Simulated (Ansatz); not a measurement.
## One structure, 3 elements: AlN, AlP, AlAs

Plane-wave DFT in Ansatz with scalar-relativistic PAW potentials, cutoff 420 eV, Γ-centred meshes chosen by cell and gap, Gaussian smearing with energies taken to zero width. Every cell was relaxed (cell and atoms) in a run of its own, within the symmetry of its start. Functional: PBE.

All members share space group F-43m and the same sites; only the element on one set of sites changes (N, P, As). Members needn't be the stable form of their composition. Energies over the elements, where given, are against the elements' standard states in the same functional (H₂, N₂, O₂ and halogens uncorrected, Hg as a solid). The first member:

Space group F-43m (No. 216). a = 4.403 Å, b = 4.403 Å, c = 4.403 Å, α = 90.00°, β = 90.00°, γ = 90.00°
```json
{"atom": "Al", "site": "4a", "symmetry": "-43m", "x": "0.0000", "y": "0.0000", "z": "0.0000"}
{"atom": "N", "site": "4c", "symmetry": "-43m", "x": "0.2500", "y": "0.2500", "z": "0.2500"}
```

How do size, gap and binding change down the group?

```tsv
compound	V (Å³/atom)	a (Å)	gap on mesh (eV)	energy over elements (eV/atom)
AlN	10.67	4.403	3.31	-1.347
AlP	20.88	5.507	1.63	-0.633
AlAs	23.49	5.728	1.50	-0.487
```

Over the series the volume grows at each step down the group; the gap narrows; binding against the elements weakens. The p levels of the anion rise down the group and lift the valence band, the usual cause of such narrowing. Less electronegative, larger anions gain less from charge transfer and lattice energy, in line with the weaker binding.